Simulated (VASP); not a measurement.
Write the native input for VASP 6.6.1 that does the following.

| Item | Value |
| --- | --- |
| Task | single point |
| Functional | PBEsol |
| Potentials or basis | VASP PAW PBE potentials, release 64 (Ca_sv, O) |
| Cutoff | 520 eV |
| k mesh | 12 × 12 × 8 |
| Occupations | gaussian, width 0.02 eV |
| Spin | no spin polarisation |
| Dipole correction | no |
| Further INCAR settings | ALGO = Fast; EDIFF = 1e-06; NBANDS = 24 |

The structure of CaO lies in POSCAR:

```
CaO
1.0
    3.9563110523      0.0000000000      0.0000000000
   -1.9781555261      3.4262658765      0.0000000000
    0.0000000000      0.0000000000      4.7431805672
Ca O
2 2
Direct
    0.3333333333      0.6666666667      0.7500000000
    0.6666666667      0.3333333333      0.2500000000
    0.3333333333      0.6666666667      0.2500000000
    0.6666666667      0.3333333333      0.7500000000
```

The cell comes from a database or a generator and needn't be the stable form of this composition.

The input as run:

INCAR

```
ALGO = Fast ; EDIFF = 1E-6
ENCUT = 520 ; GGA = PS
ISIF = 2 ; ISMEAR = 0
LASPH = True ; LCHARG = False
LREAL = False ; LWAVE = False
NBANDS = 24 ; NELM = 100
PREC = Accurate ; SIGMA = 0.02
```

KPOINTS

```
k-points
0
Gamma
  12 12 8
```

Potentials or basis: VASP PAW PBE potentials, release 64 (Ca_sv, O).

Command:

```bash
$ cat potpaw_PBE.64/Ca_sv/POTCAR potpaw_PBE.64/O/POTCAR > POTCAR
$ mpirun -np 1 vasp_std > vasp.out
```

Results of the run:

| Quantity | Value |
| --- | --- |
| Pressure | 0.5 GPa |
| Band gap on the k mesh | 3.12 eV, direct |

Caveat: the PAW data sets were made with another functional, which shifts forces and pressure a little.

Wall time 5.7 min on 1 thread of AMD EPYC 7R43 64-Core Processor (Zen 3) (shared host), peak memory 0.23 GiB.
